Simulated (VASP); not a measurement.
Here is a VASP 6.6.1 calculation.

The input INCAR:

```
PREC = Accurate
ENCUT = 520
EDIFF = 1E-7
ISMEAR = 0
SIGMA = 0.02
LREAL = False
LASPH = True
NELM = 100
ALGO = Normal
ISIF = 2
LWAVE = False
LCHARG = True
GGA = PS
LELF = True
LVHAR = True
```

KPOINTS

```
regular mesh
0
Gamma
  12 12 12
```

POSCAR

```
BN
1.0
    0.0000000000      1.8130010000      1.8130010000
    1.8130010000      0.0000000000      1.8130010000
    1.8130010000      1.8130010000      0.0000000000
B N
1 1
Direct
    0.0000000000      0.0000000000      0.0000000000
    0.2500000000      0.2500000000      0.2500000000
```

Potentials or basis: VASP PAW PBE potentials, release 64 (B, N).

Run with:

```console
$ cat potpaw_PBE.64/B/POTCAR potpaw_PBE.64/N/POTCAR > POTCAR
$ mpirun -np 1 vasp_std > vasp.out
```

(1) Estimate the pressure.

(2) What does it give for the band gap on the k mesh?

## Answers

(1) -5.7 GPa.

(2) 4.27 eV, indirect (least direct gap 8.72 eV).

Caveat: the PAW data sets were made with another functional, which shifts forces and pressure a little.

**Experimental background.**

From a printed reference work, monograph, for a bulk crystal of BN at 300 K: band gap 6.4 eV (indirect).

Against the measured gap of BN, 6.4 eV (indirect; 300 K; a printed reference work, monograph), the calculated 4.27 eV is off by -2.13 eV. The value is that of PBEsol on a finite k mesh, which can miss the band edges, without temperature or zero-point motion. Semilocal functionals fall short of measured gaps as a rule. The cell is a database's relaxed one, not the measured one, which moves gaps too.
